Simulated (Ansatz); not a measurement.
# AlAs: the cost of one run

Program: Ansatz 0.2.0. Level of theory: DFT PBE, scalar-relativistic, plane waves, PAW. These are calculated values, not measurements.

2 further runs of the same task are left out: 1 that didn't finish, 1 set aside as unsound or not needed.

## (1) The system as given

The structure is cubic, space group F-43m (No. 216). Conventional cell: a = 5.728 Å, b = 5.728 Å, c = 5.728 Å, α = 90.00°, β = 90.00°, γ = 90.00°. Al (site symmetry -43m) is surrounded by 4 As at 2.48 Å. As (site symmetry -43m) has 4 Al at 2.48 Å in its first shell of neighbours.

Structure file:

```cif
data_structure
_symmetry_space_group_name_H-M 'F-43m'
_symmetry_Int_Tables_number 216
_cell_length_a 5.7276
_cell_length_b 5.7276
_cell_length_c 5.7276
_cell_angle_alpha 90.000
_cell_angle_beta 90.000
_cell_angle_gamma 90.000
_cell_volume 187.90
loop_
_atom_site_label
_atom_site_type_symbol
_atom_site_symmetry_multiplicity
_atom_site_Wyckoff_symbol
_atom_site_fract_x
_atom_site_fract_y
_atom_site_fract_z
_atom_site_occupancy
Al1 Al 4 a 0.00000 0.00000 0.00000 1
As1 As 4 d 0.25000 0.25000 0.75000 1
```

This cell was relaxed beforehand with the same method: volume 23.49 Å³/atom, gap on the mesh 1.50 eV.

## (2) The bulk in the plane's own cell

The same crystal, re-cut so that c stands normal to the (211) plane; its mesh matches that of the cells to come, so errors of the mesh cancel.

input.yaml reads:

```yaml
crystal:
  lattice:
    - [4.0500341478, 0.0, 0.0]
    - [0.0, 9.9205171029, 0.0]
    - [0.0, 0.0, 7.0148649163]
  atoms:
    - { symbol: Al, position: [0.0, 0.0, 0.0] }
    - { symbol: Al, position: [0.0, 0.3333333333, 0.6666666667] }
    - { symbol: As, position: [0.5, 0.75, 0.5] }
    - { symbol: Al, position: [1.0, 0.6666666667, 0.3333333333] }
    - { symbol: As, position: [0.5, 0.0833333333, 0.1666666667] }
    - { symbol: As, position: [0.5, 0.4166666667, 0.8333333333] }
    - { symbol: Al, position: [0.5, 0.0, 0.5] }
    - { symbol: As, position: [0.0, 0.75, 1.0] }
    - { symbol: As, position: [0.0, 0.0833333333, 0.6666666667] }
    - { symbol: Al, position: [0.5, 0.3333333333, 0.1666666667] }
    - { symbol: Al, position: [0.5, 0.6666666667, 0.8333333333] }
    - { symbol: As, position: [1.0, 0.4166666667, 0.3333333333] }
basis:
  ecutwfc: 420
kpoints:
  mp_grid: { grid: [8, 4, 4] }
hamiltonian:
  xc: pbe
scf:
  occupations: { method: gaussian, width: 0.05 }
output:
  forces: true
  stress: true
  eigenvalues: true
```

Command:

```bash
ansatz run input.yaml --threads 4 --pin off --max-ram 11264MiB --backend cpu --events-out ev --progress --plain --runs-dir out
```

What time and memory should one allow on 4 threads of AMD EPYC 9R45 (Zen 5), shared host?

About 5.5 s, with a peak of 1.1 GiB.
